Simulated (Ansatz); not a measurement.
Polymorphs of GeO2, each relaxed with plane-wave PAW LDA (Ansatz code):

A: rutile (P4_2/mnm)
a = 4.379 Å, b = 4.379 Å, c = 2.864 Å, α = 90.00°, β = 90.00°, γ = 90.00°

```json
[
 {"atom": "Ge", "site": "2a", "symmetry": "m.mm", "x": "0.0000", "y": "0.0000", "z": "0.0000"},
 {"atom": "O", "site": "4f", "symmetry": "m.2m", "x": "0.3058", "y": "0.3058", "z": "0.0000"}
]
```

B: P3_221
a = b = 4.890 Å, c = 5.615 Å, α = β = 90.00°, γ = 120.00°

```tsv
atom	site	symmetry	x	y	z
Ge	3a	.2.	0.5541	0.5541	0.0000
O	6c	1	0.3113	0.3914	0.2486
```

**Question.** Order them by energy per atom at 0 K (lowest first) at the level LDA.

**Answer.** A (+0 meV/atom), B (+143 meV/atom)

**Question.** Give each one's gap.

**Answer.** A 1.91 eV; B 3.49 eV.

All cells were relaxed under the symmetry of their starts (and spin orders); stability against distortions was not tested throughout. Spin–orbit coupling is left out wherever it is not named.

Energies hold the estimated change up to a 700 eV cutoff; steps of a few meV lie near the error of the meshes.

Potentials: the later of the program's two PAW sets.
